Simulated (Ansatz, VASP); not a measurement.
# One calculation of Al2Au, two programs

```xyz
3
Lattice="0.0000 3.0000 3.0000 3.0000 0.0000 3.0000 3.0000 3.0000 0.0000" Properties=species:S:1:pos:R:3 pbc="T T T"
Au    0.0000    0.0000    0.0000
Al    4.5000    4.5000    4.5000
Al    1.5000    1.5000    1.5000
```

Alike in both runs: functional PBEsol; k mesh 8 × 8 × 8; occupations fermi-dirac, width 0.05 eV; no spin polarisation.

```csv
,VASP,Ansatz
version,VASP 6.6.1,Ansatz 0.2.0
potentials or method,"VASP PAW PBE potentials, release 64 (Au, Al), cutoff 520 eV","all-electron LAPW, scalar-relativistic"
task,single point,band structure
```

VASP gave:

| Quantity | Value |
| --- | --- |
| gap on the k mesh at the Fermi level (eV) | none |
| pressure (GPa) | -0.1 |

Estimate Ansatz's values.

gap on the k mesh at the Fermi level (eV): none; pressure (GPa): 0.0.

A gap of «none» marks a metal or a gap that the smearing closes. Ansatz ran all-electron here, so the differences hold the error of VASP's frozen core and of both bases.

Caveats: the PAW data sets were made with another functional, which shifts forces and pressure a little (VASP); spin-orbit coupling is left out, which moves the levels of the heavy elements (Ansatz). Spin-orbit coupling is left out, which matters for the levels of Au.
